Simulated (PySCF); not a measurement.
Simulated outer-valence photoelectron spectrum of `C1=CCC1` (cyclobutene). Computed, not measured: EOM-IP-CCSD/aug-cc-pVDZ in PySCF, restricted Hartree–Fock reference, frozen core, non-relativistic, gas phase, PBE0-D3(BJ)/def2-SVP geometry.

Each root has a Gaussian of 0.4 eV full width with its one-hole share as area; cross sections and vibrations are left out, and the highest printed point is 100.

| ionisation energy (eV) | intensity |
| --- | --- |
| 9.0 | 1 |
| 9.2 | 11 |
| 9.4 | 56 |
| 9.6 | 74 |
| 9.8 | 24 |
| 10.0 | 2 |
| 10.2 | 0 |
| 10.4 | 0 |
| 10.6 | 0 |
| 10.8 | 0 |
| 11.0 | 8 |
| 11.2 | 51 |
| 11.4 | 97 |
| 11.6 | 100 |
| 11.8 | 63 |
| 12.0 | 13 |
| 12.2 | 1 |
| 12.4 | 11 |
| 12.6 | 56 |
| 12.8 | 80 |
| 13.0 | 69 |
| 13.2 | 79 |
| 13.4 | 33 |
| 13.6 | 4 |
| 13.8 | 0 |
| 14.0 | 0 |
| 14.2 | 0 |
| 14.4 | 0 |
| 14.6 | 0 |
| 14.8 | 0 |
| 15.0 | 0 |
| 15.2 | 3 |
| 15.4 | 30 |
| 15.6 | 75 |
| 15.8 | 47 |
| 16.0 | 7 |
| 16.2 | 2 |
| 16.4 | 24 |
| 16.6 | 72 |
| 16.8 | 55 |
| 17.0 | 27 |
| 17.2 | 66 |
| 17.4 | 61 |
| 17.6 | 14 |
| 17.8 | 1 |

Question: Where are the maxima, and how many lines lie under the curve?

Answer: 7 maxima, at 9.5, 11.5, 12.8, 13.2, 15.6, 16.7 and 17.3 eV, from 8 lines. At this width some lines have no maximum of their own.

Question: List the lines with their holes.

Answer: 
| E (eV) | leading hole (HF orbital) | area | Koopmans (eV) |
| --- | --- | --- | --- |
| 9.54 | HOMO | 0.97 | 9.48 |
| 11.36 | HOMO-1 | 0.96 | 12.41 |
| 11.68 | HOMO-2 | 0.96 | 12.64 |
| 12.74 | HOMO-3 | 0.96 | 13.62 |
| 13.18 | HOMO-4 | 0.95 | 14.51 |
| 15.63 | HOMO-5 | 0.94 | 16.88 |
| 16.66 | HOMO-6 | 0.93 | 18.31 |
| 17.29 | HOMO-7 | 0.92 | 19.14 |

The widest gap, 2.45 eV, lies between 13.18 and 15.63 eV. Only orbitals with −ε under 21 eV, eight at most, were ionised, so the high end of the curve may lack lines.
